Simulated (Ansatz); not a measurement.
HfO2:

```
CELL_PARAMETERS angstrom
5.55640 0.00000 0.00000
0.00000 3.33360 0.00000
0.00000 0.00000 6.50500
ATOMIC_POSITIONS crystal
Hf 0.74868 0.75000 0.60787
Hf 0.25132 0.25000 0.39213
Hf 0.24868 0.75000 0.89213
Hf 0.75132 0.25000 0.10787
O 0.63950 0.25000 0.42340
O 0.36050 0.75000 0.57660
O 0.13950 0.25000 0.07660
O 0.86050 0.75000 0.92340
O 0.52079 0.25000 0.84145
O 0.47921 0.75000 0.15855
O 0.02079 0.25000 0.65855
O 0.97921 0.75000 0.34145
```

Measurements of this composition are mostly on another form, of space group No. 14.

Base run:

| Property | Result |
| --- | --- |
| Program | Ansatz 0.2.0 |
| Functional | r2SCAN |
| Potentials or basis | Ansatz PAW |
| Cutoff | 500 eV |
| Density cutoff | 2000 eV |
| k mesh | 5 × 8 × 4 |
| Occupations | fermi-dirac, width 0.05 eV |
| Spin | no spin polarisation |

Its results: band gap on the k mesh 3.97 eV, direct; pressure -3.4 GPa; largest force 0.039 eV/Å.

The run is repeated on the same cell with these changes: functional from r2SCAN to PBEsol; cutoff from 500 eV to 420 eV; density cutoff from 2000 eV to 1680 eV. What comes out?

Band gap on the k mesh 3.35 eV, direct; pressure -5.8 GPa; largest force 0.021 eV/Å.

r2SCAN gives the wider gap, since meta-GGAs in the generalised Kohn-Sham scheme recover part of the derivative discontinuity.

Caveats: spin-orbit coupling is left out, which moves the levels of the heavy elements; the PAW data sets come from PBE, with cores solved anew for the run's functional, which leaves a small shift of forces and pressure.

Not every run made on this cell is shown here.
